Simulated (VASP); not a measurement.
# ZnCu (Pm-3m) in VASP: further runs

The runs below take ZnCu through single point, with r2SCAN.

All numbers are computed with VASP 6.6.1; they aren't measurements. Logs are shortened: lines on timing, memory, paths and dates and some standing lists are left out, and cuts for length are marked.

## (1) The crystal as given

It takes space group Pm-3m (No. 221, cubic). Conventional cell: a = 2.945 Å, b = 2.945 Å, c = 2.945 Å, α = 90.00°, β = 90.00°, γ = 90.00°. Zn (site symmetry m-3m) is surrounded by 8 Cu at 2.55 Å. Cu (site symmetry m-3m) is surrounded by 8 Zn at 2.55 Å.

## (2) Single point, r2SCAN

Input file INCAR:

```
SYSTEM = ZnCu
PREC     = Accurate       ! precision mode
ENCUT    = 400            ! plane-wave cutoff, eV
EDIFF    = 1E-6           ! SCF threshold, eV
ISMEAR   = -1             ! smearing method
SIGMA    = 0.1            ! smearing width, eV
LREAL    = Auto         
LASPH    = .TRUE.         ! aspherical terms in the spheres
NELM     = 100            ! most SCF steps
ALGO     = Normal         ! electronic algorithm
ISIF     = 2              ! what is computed and relaxed
LWAVE    = .FALSE.        ! write WAVECAR
LCHARG   = .FALSE.        ! write CHGCAR
METAGGA  = R2SCAN         ! meta-GGA
LMIXTAU  = .TRUE.       
ADDGRID  = .FALSE.
```

Input file KPOINTS:

```
regular mesh
0
G
  8 8 8
  0 0 0
```

Input file POSCAR:

```
ZnCu
1.0
    2.9450000000      0.0000000000      0.0000000000
    0.0000000000      2.9450000000      0.0000000000
    0.0000000000      0.0000000000      2.9450000000
Zn Cu
1 1
Direct
    0.5000000000      0.5000000000      0.5000000000
    0.0000000000      0.0000000000      0.0000000000
```

Potentials or basis: VASP PAW PBE potentials, release 64 (Zn, Cu).

Launch:

```console
$ cat potpaw_PBE.64/Zn/POTCAR potpaw_PBE.64/Cu/POTCAR > POTCAR
$ mpirun -np 1 vasp_std > vasp.out
```

OUTCAR:

```text
SYSTEM = ZnCu
   PREC = Accurate
   ENCUT = 400
   EDIFF = 1E-6
   ISMEAR = -1
   LREAL = Auto
   LASPH = .TRUE.
   NELM = 100
   ISIF = 2
   METAGGA = R2SCAN

 Found     35 irreducible k-points:

 Following reciprocal coordinates:
            Coordinates               Weight
  0.000000  0.000000  0.000000      1.000000
  0.125000  0.000000  0.000000      6.000000
  0.250000  0.000000  0.000000      6.000000
  0.375000  0.000000  0.000000      6.000000
  0.500000  0.000000  0.000000      3.000000
  0.125000  0.125000  0.000000     12.000000
   k-points           NKPTS =     35   k-points in BZ     NKDIM =     35   number of bands    NBANDS=     15
   number of dos      NEDOS =    301   number of ions     NIONS =      2
   total plane-waves  NPLWV =   8000
   dimension x,y,z NGX =    20 NGY =   20 NGZ =   20
   dimension x,y,z NGXF=    40 NGYF=   40 NGZF=   40
   ions per type =               1   1
   NGX,Y,Z   is equivalent  to a cutoff of  11.29, 11.29, 11.29 a.u.
   NGXF,Y,Z  is equivalent  to a cutoff of  22.58, 22.58, 22.58 a.u.
 SYSTEM =  ZnCu
   PREC   = accura    normal or accurate (medium, high low for compatibility)
   ISTART =      0    job   : 0-new  1-cont  2-samecut
   ICHARG =      2    charge: 1-file 2-atom 10-const
   ISPIN  =      1    spin polarized calculation?
   LNONCOLLINEAR =      F non collinear calculations
   LSORBIT =      F    spin-orbit coupling
   LASPH  =      T    aspherical Exc in radial PAW
   ENCUT  =  400.0 eV  29.40 Ry    5.42 a.u.   4.80  4.80  4.80*2*pi/ulx,y,z
   NELM   =    100;   NELMIN=  2; NELMDL= -5     # of ELM steps
   EDIFF  = 0.1E-05   stopping-criterion for ELM
   LREAL  =      T    real-space projection
   EDIFFG = 0.1E-04   stopping-criterion for IOM
   NSW    =      0    number of steps for IOM
   IBRION =     -1    ionic relax: 0-MD 1-quasi-New 2-CG
   NFREE  =      0    steps in history (QN), initial steepest desc. (CG)
   ISIF   =      2    stress and relaxation
   ISYM   =      2    0-nonsym 1-usesym 2-fastsym
   POTIM  = 0.5000    time-step for ionic-motion
   TEBEG  =    0.0;   TEEND  =   0.0 temperature during run
   PSTRESS=    0.0 pullay stress
   NELECT =      23.0000    total number of electrons
   NUPDOWN=      -1.0000    fix difference up-down
   EMIN   =  10.00;   EMAX   =-10.00  energy-range for DOS
   EFERMI =   0.00;   METHOD = LEGACY
   ISMEAR =    -1;   SIGMA  =   0.10  broadening in eV -4-tet -1-fermi 0-gaus
   EFERMI_NEDOS =   21; number of points for ismear=-14 and -15
   IALGO  =     38    algorithm
   IMIX   =      4    mixing-type and parameters
     AMIX     =   0.40;   BMIX     =  1.00
     AMIX_MAG =   1.60;   BMIX_MAG =  1.00
  volume/ion in A,a.u.               =      12.77        86.18
  Fermi-wavevector in a.u.,A,eV,Ry     =   1.580880  2.987429 34.003415  2.499180
  Thomas-Fermi vector in A             =   2.681040
   LORBIT       =      0    0 simple, 1 ext, 2 COOP (PROOUT), +10 PAW based schemes
   METAGGA = R2SCAN    functional components
   LHFCALC =     F    Hartree Fock is set to
   AEXX    =    0.0000 exact exchange contribution
   IVDW    =     0    specifies the selected vdW correction
   LEPSILON=     F    determine dielectric tensor
   LRPA    =     F    only Hartree local field effects (RPA)
 non-spin polarized calculation
  energy-cutoff  :      400.00
  volume of cell :       25.54
 maximum number of plane-waves:       480
 NGX is ok and might be reduce to    20
   NGX =  9   NGY =  9   NGZ =  9

 number of electron      22.9999959 magnetization

 Free energy of the ion-electron system (eV)
  ---------------------------------------------------
  ext. energy  EPLUGINS =         0.00000000
  ---------------------------------------------------
  free energy    TOTEN  =       -19.95191952 eV

  energy without entropy =      -19.93303947  energy(sigma->0) =      -19.94247950

 E-fermi :   5.1517     XC(G=0): -13.5251

 val. band max:        4.9988315832   @ k =   0.3750   0.2500   0.1250
 cond. band min:       5.1933148296   @ k =   0.3750   0.3750   0.1250
 fundamental gap:      0.1944832464
 Fermi energy:         5.1517106952

 k-point     1 :       0.0000    0.0000    0.0000
  band No.  band energies     occupation
      1      -5.3904      2.00000
      2      -2.7898      2.00000
      3      -2.7898      2.00000
      4      -2.0641      2.00000
      5      -2.0641      2.00000
      6      -2.0641      2.00000
      7       1.6454      2.00000
      8       1.6454      2.00000
      9       2.5386      2.00000
     10       2.5386      2.00000
     11       2.5386      2.00000
     12      11.9903      0.00000
     13      11.9903      0.00000
     14      11.9903      0.00000
     15      16.8796      0.00000

 k-point     2 :       0.1250    0.0000    0.0000
  band No.  band energies     occupation
      1      -5.0964      2.00000
      2      -2.7567      2.00000
      3      -2.7284      2.00000
      4      -2.0893      2.00000
      5      -2.0893      2.00000
      6      -2.0522      2.00000
      7       1.6302      2.00000
      8       1.6683      2.00000
      9       2.4468      2.00000
     10       2.4468      2.00000
     11       2.5284      2.00000
     12       9.6896      0.00000
     13      12.4308      0.00000
     14      12.4308      0.00000
     15      17.0407      0.00000

 k-point     3 :       0.2500    0.0000    0.0000
  band No.  band energies     occupation
      1      -4.2536      2.00000
      2      -2.6755      2.00000
      3      -2.5503      2.00000
      4      -2.1496      2.00000
      5      -2.1496      2.00000
      6      -2.0234      2.00000
      7       1.5919      2.00000
      8       1.6587      2.00000
      9       2.2414      2.00000
     10       2.2414      2.00000
     11       2.5035      2.00000
     12       6.4187      0.00001
     13      13.6742      0.00000
     14      13.6742      0.00000
     15      17.5359      0.00000

 k-point     4 :       0.3750    0.0000    0.0000
  band No.  band energies     occupation
      1      -3.1722      2.00000
      2      -2.5918      2.00000
      3      -2.2093      2.00000
      4      -2.2093      2.00000
      5      -2.0841      2.00000
      6      -1.9939      2.00000
      7       1.1947      2.00000
      8       1.5516      2.00000
      9       2.0550      2.00000
     10       2.0550      2.00000
     11       2.4785      2.00000
     12       3.9863      1.99998
     13      15.5631      0.00000
     14      15.5631      0.00000
     15      18.3794      0.00000

 k-point     5 :       0.5000    0.0000    0.0000
  band No.  band energies     occupation
      1      -2.8153      2.00000
      2      -2.5562      2.00000
      3      -2.2340      2.00000
      4      -2.2340      2.00000
      5      -1.9816      2.00000
      6      -1.0042      2.00000
      7       0.0250      2.00000
      8       1.5344      2.00000
      9       1.9822      2.00000
     10       1.9822      2.00000
     11       2.4680      2.00000
     12       3.2833      2.00000
     13      17.7031      0.00000
     14      17.7031      0.00000
     15      18.2938      0.00000

 k-point     6 :       0.1250    0.1250    0.0000
  band No.  band energies     occupation
      1      -4.8080      2.00000
      2      -2.7147      2.00000
      3      -2.6795      2.00000
      4      -2.1145      2.00000
      5      -2.1012      2.00000
      6      -2.0614      2.00000
      7       1.6408      2.00000
      8       1.6825      2.00000
      9       2.3501      2.00000
     10       2.3871      2.00000
     11       2.5113      2.00000
     12       9.8260      0.00000
     13      10.3171      0.00000
     14      12.8507      0.00000
     15      17.5679      0.00000

 [... further k-points ...]

------------------------ aborting loop because EDIFF is reached ----------------------------------------

  FORCE on cell =-STRESS in cart. coord.  units (eV):
  Direction    XX          YY          ZZ          XY          YZ          ZX
  --------------------------------------------------------------------------------------
  -------------------------------------------------------------------------------------
  Total       -0.5484454     -0.5484454     -0.5484454      0.0000000      0.0000000      0.0000000
  in kB      -34.4023463    -34.4023463    -34.4023463      0.0000000      0.0000000      0.0000000
  external PRESSURE =     -34.4023463 kB  Pullay stress =       0.0000000 kB

 VOLUME and BASIS-vectors are now :
 -----------------------------------------------------------------------------
  energy-cutoff  :      400.00
  volume of cell :       25.54
      direct lattice vectors                 reciprocal lattice vectors
     2.945000000  0.000000000  0.000000000     0.339558574  0.000000000  0.000000000
     0.000000000  2.945000000  0.000000000     0.000000000  0.339558574  0.000000000
     0.000000000  0.000000000  2.945000000     0.000000000  0.000000000  0.339558574

 POSITION                                       TOTAL-FORCE (eV/Angst)
 -----------------------------------------------------------------------------------
      1.47250      1.47250      1.47250         0.000000      0.000000      0.000000
      0.00000      0.00000      0.00000         0.000000      0.000000      0.000000
 -----------------------------------------------------------------------------------
    total drift:                               -0.000000      0.000000     -0.000000

  FREE ENERGIE OF THE ION-ELECTRON SYSTEM (eV)
  ---------------------------------------------------
  free  energy   TOTEN  =       -19.9519195236 eV

  energy  without entropy=      -19.9330394719  energy(sigma->0) =      -19.94247950
```

Wall time 46 s (1 thread of Intel Xeon Platinum 8259CL at 2.50GHz (Skylake/Cascade Lake), shared host); peak memory 0.13 GiB.

The run converged, but some of its settings lie outside the range that counts as converged, so its numbers aren't taken as properties of the crystal.

What came out:

```
Free energy            : -19.9519 eV
Pressure               : -3.4 GPa
Band gap on the k mesh : none (metal or under the smearing width)
```

Caveat: the PAW data sets were made with another functional, which shifts forces and pressure a little.

## (3) Single point, r2SCAN

INCAR is that of step 2.

KPOINTS is that of step 2.

Input file POSCAR:

```
ZnCu
1.0
    2.9450000000      0.0000000000      0.0000000000
    0.0000000000      2.9450000000      0.0000000000
    0.0000000000      0.0000000000      2.9450000000
Zn Cu
1 1
Direct
    0.5128410000      0.4877280000      0.4845920000
   -0.0040920000      0.0326400000      0.0060300000
```

Potentials or basis: VASP PAW PBE potentials, release 64 (Zn, Cu).

Launch:

```console
$ cat potpaw_PBE.64/Zn/POTCAR potpaw_PBE.64/Cu/POTCAR > POTCAR
$ mpirun -np 1 vasp_std > vasp.out
```

It took 4.4 min on 1 thread of Intel Xeon Platinum 8259CL at 2.50GHz (Skylake/Cascade Lake), shared host; peak memory 0.16 GiB.

These settings aren't checked as converged: the numbers below hold their error.

Results:

* Free energy: -19.8936 eV
* Pressure: -2.2 GPa
* Largest force: 0.763 eV/Å
* Band gap on the k mesh: none (metal or under the smearing width)

Caveat: the PAW data sets were made with another functional, which shifts forces and pressure a little.

(Continued in part 2 of 2.)
